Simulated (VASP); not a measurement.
Write the native input for VASP 6.6.1 that does the following.

```
Task                   : relaxation of cell and atoms
Functional             : PBEsol
Potentials or basis    : VASP PAW PBE potentials, release 64 (Ni, Al)
Cutoff                 : 600 eV
k mesh                 : 8 × 8 × 8
Occupations            : fermi-dirac, width 0.05 eV
Spin                   : collinear spin, ferromagnetic start
Starting moments       : [1.0, 1.0, 1.0, 0.0] μB
Ladder                 : gaps
Further INCAR settings : ALGO = Normal; EDIFF = 1e-06; IBRION = 2; EDIFFG = -0.01; NSW = 60; ISIF = 3
```

The structure of AlNi3 lies in POSCAR:

```
AlNi3
1.0
    3.5230547267      0.0000000000      0.0000000000
    0.0000000000      3.5230547267      0.0000000000
    0.0000000000      0.0000000000      3.5230547267
Ni Al
3 1
Direct
    0.5000000000      0.5000000000      0.0000000000
    0.5000000000      0.0000000000      0.5000000000
    0.0000000000      0.5000000000      0.5000000000
    0.0000000000      0.0000000000      0.0000000000
```

The cell is a database's computed one.

These files were run (other wordings do the same):

INCAR

```
PREC = Accurate ; ENCUT = 600
EDIFF = 1E-6 ; ISMEAR = -1
SIGMA = 0.05 ; LREAL = False
LASPH = True ; NELM = 100
ALGO = Normal ; ISIF = 3
LWAVE = False ; LCHARG = False
ISPIN = 2 ; MAGMOM = 1 1 1 0
LORBIT = 11 ; LMAXMIX = 4
GGA = PS ; IBRION = 2
NSW = 60 ; EDIFFG = -0.01
KPAR = 2
```

KPOINTS

```
regular mesh
0
Gamma
  8 8 8
```

Potentials or basis: VASP PAW PBE potentials, release 64 (Ni, Al).

Run with:

```console
$ cat potpaw_PBE.64/Ni/POTCAR potpaw_PBE.64/Al/POTCAR > POTCAR
$ mpirun -np 2 vasp_std > vasp.out
```

It gave:

The relaxed volume is 10.90 Å³/atom. The relaxed cell is a = 3.519 Å, b = 3.519 Å, c = 3.519 Å, α = 90.00°, β = 90.00°, γ = 90.00° and the space group after relaxing (to 0.05 Å) is Pm-3m (No. 221). The energy gained by relaxing is 0.1 meV/atom, the ionic steps are 3 and the pressure after relaxing is 0.0 GPa. The band gap on the k mesh is none (metal or under the smearing width), the net moment is 0.62 μB per cell and the site moments are Ni +0.22; Al -0.01 μB. The valence electrons inside the program's atomic spheres are Ni 9.46; Al 0.81.

Caveat: the PAW data sets were made with another functional, which shifts forces and pressure a little.

Wall time 34 s on 2 MPI ranks on Intel(R) Xeon(R) 6975P-C (Granite Rapids) (shared host), peak memory 0.2 GiB a rank.
